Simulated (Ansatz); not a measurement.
The system is CdSe.

```
Cd Se
1.0
     0.00000    3.07027    3.07027
     3.07027    0.00000    3.07027
     3.07027    3.07027    0.00000
Cd Se
1 1
Direct
  0.00000 0.00000 0.00000
  0.25000 0.25000 0.25000
```

Measurements of this composition are mostly on another form, of space group No. 186.

* Program: Ansatz 0.2.0
* Task: relaxation of cell and atoms
* Functional: PBEsol
* Potentials or basis: all-electron LAPW, scalar-relativistic
* Basis error allowed: 0.001 eV/atom
* k mesh: 8 × 8 × 8
* Occupations: fermi-dirac, width 0.05 eV
* Spin: no spin polarisation

At the start: volume 28.94 Å³/atom.

Problem. Where does the relaxation end?

Solution. Over 4 steps the energy falls by 3.6 meV/atom and the volume is 28.14 Å³/atom (-2.8 %); space group F-43m (No. 216, to 0.05 Å).

The path:
```tsv
step	energy change (eV)	largest force (eV/Å)	volume (Å³)
1	0.0000	0.0000	57.88
2	-0.0065	0.0000	55.76
3	-0.0073	0.0000	56.28
4	-0.0073	0.0000	56.28
```

Final structure:
```
CELL_PARAMETERS angstrom
0.00000 3.04170 3.04170
3.04170 0.00000 3.04170
3.04170 3.04170 0.00000
ATOMIC_POSITIONS crystal
Cd 0.00000 0.00000 0.00000
Se 0.25000 0.25000 0.25000
```
